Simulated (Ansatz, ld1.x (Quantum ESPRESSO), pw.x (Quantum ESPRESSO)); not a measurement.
# Equation-of-state test of one TM potential (technetium (Tc))

| Item | Value |
| --- | --- |
| Element | technetium |
| Generator | ld1.x (Quantum ESPRESSO) 7.5 |
| Type | norm-conserving Troullier–Martins (Kleinman–Bylander form) |
| Functional | PBE |
| Relativity | scalar-relativistic |
| Frozen core | [Kr] |
| Valence charge | 7 |
| Reference configuration | 4d5 5s1.5 5p0.5 |
| Partial waves | 5s (bound): rc 2.65 bohr; 4d (bound): rc 1.45 bohr; 5p (bound): rc 3.05 bohr |
| Local potential | the p channel |
| Core correction | Bessel-smoothed model core, default radius (core density twice the valence density) |

Crystal test: fcc Tc in pw.x 7.5, no spin, 15³ k-points, Fermi–Dirac smearing 0.01 Ry, cutoffs 75/300 Ry. The reference is all-electron LAPW (Ansatz 0.2.0) with the same functional, mesh and smearing; V0 and B0 come from Birch–Murnaghan fits to the pressures at five volumes. Errors are pseudo minus all-electron; Δ is the rms difference of the E(V) curves that follow from these fits, minima aligned, over ±6 % about the mean V0. Mesh and smearing are coarse, so the numbers serve the comparison and aren't converged zero-temperature values; the lattice is a test structure that the element need not adopt.

All-electron: a0 = 3.873 Å (V0 = 14.52 Å³/atom), B0 = 295.3 GPa.

How far does the potential miss the all-electron equation of state?

mean pressure error (GPa): +46.68. The pressure does not cross zero within the volumes sampled, so no fit is given. The largest radius (3.05 bohr) exceeds half the bond length (2.59 bohr), so the spheres overlap, which is one possible source of error among others. This is a poor potential for the solid.

```csv
V (Å³/atom),P all-electron (GPa),P pseudo (GPa)
13.816,16.43,72.95
14.179,7.40,58.41
14.543,-0.46,45.67
14.907,-7.31,34.49
15.270,-13.27,24.69
```

At the middle volume, how do free energy and pressure move when the wave cutoff is lowered (ecutrho kept at four times it)?

```csv
cutoff (Ry),shift of F (meV/atom),shift of P (GPa)
34,+1800.8,-75.05
45,+220.1,-14.09
60,+6.5,-0.85
```

The run at the middle volume (120 k-points, 7 iterations) took about 16 s on one core of a shared host (Neoverse-V1, 32 threads, 247 GiB, load 26).
